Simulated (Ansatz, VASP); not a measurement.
**Ti in VASP and in Ansatz**

```
CELL_PARAMETERS angstrom
2.64046 0.00000 0.00000
0.00000 2.64046 0.00000
0.00000 0.00000 2.64046
ATOMIC_POSITIONS crystal
Ti 0.00000 0.00000 0.00000
```

This isn't the form of Ti at room conditions, which is hcp.

Alike in both runs: task single point; functional PBE; k mesh 15 × 15 × 15; occupations fermi-dirac, width 0.05 eV; no spin polarisation.

|  | VASP | Ansatz |
| --- | --- | --- |
| version | VASP 6.6.1 | Ansatz 0.2.0 |
| potentials or method | VASP PAW PBE potentials, release 64 (Ti_sv), cutoff 520 eV | all-electron LAPW, scalar-relativistic |

```csv
,VASP,Ansatz,Ansatz less VASP
pressure (GPa),-0.1,0.0,+0.09
```

Ansatz ran all-electron here, so the differences hold the error of VASP's frozen core and of both bases.
